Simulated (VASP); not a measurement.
A run of VASP 6.6.1:

Contents of INCAR:

```
SYSTEM = MgSe
PREC = Accurate
ENCUT = 500
EDIFF = 1E-6
ISMEAR = 0
SIGMA = 0.02
LREAL = .False.
LASPH = .True.
NELM = 100
ALGO = Normal
ISIF = 2
LWAVE = .False.
LCHARG = .True.
GGA = PE
LELF = .True.
LVHAR = .True.
```

Contents of KPOINTS:

```
Automatic mesh
0
Gamma
  5 5 5
  0 0 0
```

Contents of POSCAR:

```
MgSe
1.0
    0.0000000000      2.7255000000      2.7255000000
    2.7255000000      0.0000000000      2.7255000000
    2.7255000000      2.7255000000      0.0000000000
Se Mg
1 1
Direct
    0.5000000000      0.5000000000      0.5000000000
    0.0000000000      0.0000000000      0.0000000000
```

Potentials or basis: VASP PAW PBE potentials, release 64 (Se_GW, Mg_GW).

The run is started by

```console
$ cat potpaw_PBE.64/Se_GW/POTCAR potpaw_PBE.64/Mg_GW/POTCAR > POTCAR
$ mpirun -np 1 vasp_std > vasp.out
```

Hardware: 1 thread of Intel(R) Xeon(R) Platinum 8259CL CPU @ 2.50GHz (Skylake/Cascade Lake), with other jobs on the host.

**Question.** How long does it take, and how much memory?

**Answer.** Run time: 9.2 s on 1 thread of Intel(R) Xeon(R) Platinum 8259CL CPU @ 2.50GHz (Skylake/Cascade Lake) (shared host), peak memory 0.15 GiB. Counts: scf iterations 12, k points 10.
